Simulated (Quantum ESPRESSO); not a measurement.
A run of Quantum ESPRESSO 7.5 is set up as follows.

Contents of pw.in:

```
&CONTROL
  calculation = 'scf'
  prefix = 'pwscf'
  outdir = './tmp'
  pseudo_dir = './pseudo'
  tprnfor = .true.
  disk_io = 'low'
/
&SYSTEM
  ibrav = 0
  celldm(1) = 8
  nat = 4
  ntyp = 2
  ecutwfc = 88
  nbnd = 24
  input_dft = 'pbesol'
  occupations = 'smearing'
  smearing = 'fd'
  degauss = 0.00367493
/
&ELECTRONS
  conv_thr = 4d-09
  electron_maxstep = 150
  mixing_beta = 0.3
  mixing_mode = 'local-TF'
/
ATOMIC_SPECIES
Sr    87.6200 Sr_ONCV_PBE-1.2.upf
O     15.9990 O_ONCV_PBE-1.2.upf
CELL_PARAMETERS alat
  1.1558037409742   0.0000000000000   0.0000000000000
  0.0000000000000   1.1558037409742   0.0000000000000
  0.0000000000000   0.0000000000000   7.1849513200162
ATOMIC_POSITIONS crystal
Sr     0.0000000000    0.0000000000    0.2958900000
Sr     0.5000000000    0.5000000000    0.2958900000
O      0.5000000000    0.0000000000    0.3049900000
O      0.0000000000    0.5000000000    0.2867800000
K_POINTS automatic
5 5 1 0 0 0
```

The input pp_density.in:

```
&INPUTPP
  prefix = 'pwscf'
  outdir = './tmp'
  filplot = 'density.dat'
  plot_num = 0
/
&PLOT
  nfile = 1
  filepp(1) = 'density.dat'
  iflag = 3
  output_format = 6
  fileout = 'density.cube'
/
```

The input pp_potential.in:

```
&INPUTPP
  prefix = 'pwscf'
  outdir = './tmp'
  filplot = 'potential.dat'
  plot_num = 11
/
&PLOT
  nfile = 1
  filepp(1) = 'potential.dat'
  iflag = 3
  output_format = 6
  fileout = 'potential.cube'
/
```

pp_elf.in

```
&INPUTPP
  prefix = 'pwscf'
  outdir = './tmp'
  filplot = 'elf.dat'
  plot_num = 8
/
&PLOT
  nfile = 1
  filepp(1) = 'elf.dat'
  iflag = 3
  output_format = 6
  fileout = 'elf.cube'
/
```

Potentials or basis: SG15 PBE 1.2.

Run with:

```bash
$ OMP_NUM_THREADS=1 mpirun -n 2 pw.x -in pw.in > pw.out
$ OMP_NUM_THREADS=1 mpirun -n 1 pp.x -in pp_density.in > pp_density.out
$ OMP_NUM_THREADS=1 mpirun -n 1 pp.x -in pp_potential.in > pp_potential.out
$ OMP_NUM_THREADS=1 mpirun -n 1 pp.x -in pp_elf.in > pp_elf.out
```

Task: Estimate the ionisation potential of the upper face.

Result: 3.76 eV.

Task: Predict the electron affinity of the upper face.

Result: 1.66 eV.

Task: What does it give for the largest force?

Result: 0.075 eV/Å.

Task: Estimate the band gap on the k mesh.

Result: 2.10 eV, direct.

Forces in eV/Å, atoms in the order of the input:
```
Sr   0.000  0.000 -0.001
Sr   0.000  0.000 -0.001
O    0.000  0.000 -0.073
O    0.000  0.000  0.075
```

Caveat: the potentials were made for another functional, which shifts forces and pressure; ionisation potential and electron affinity come from Kohn-Sham levels, which understate the gap.
